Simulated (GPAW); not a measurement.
The system is TiSe.

```
Se Ti
1.0
     4.17836    0.00000    0.00000
     0.00000    4.17836    0.00000
     0.00000    0.00000    5.98442
Se Ti
2 2
Direct
  0.00000 0.50000 0.76056
  0.50000 0.00000 0.23944
  0.00000 0.00000 0.00000
  0.50000 0.50000 0.00000
```

The cell comes from a database or a generator and needn't be the stable form of this composition.

Base run:

| Item | Value |
| --- | --- |
| Program | GPAW 26.7.0 |
| Functional | PBEsol |
| Potentials or basis | PAW data sets generated in the run's folder for this functional |
| Cutoff | 600 eV |
| Basis | pw |
| k mesh | 6 × 6 × 4 |
| Occupations | fermi-dirac, width 0.05 eV |
| Spin | no spin polarisation |

Its results: pressure -2.9 GPa; largest force 0.257 eV/Å.

Problem. The run is repeated on the same cell with these changes: hubbard terms from none to Ti d U = 6 eV. What comes out?

Solution. Pressure 5.0 GPa; largest force 1.223 eV/Å.

Caveats: this functional lacks dispersion, which binds the layers, so the pressure and a relaxed spacing across them are unreliable; U without spin polarisation on a metal has little footing (some runs); forces of over 1 eV/Å show positions far from the minimum, so gaps and moduli don't describe the material at rest (some runs).

Not every run made on this cell is shown here.
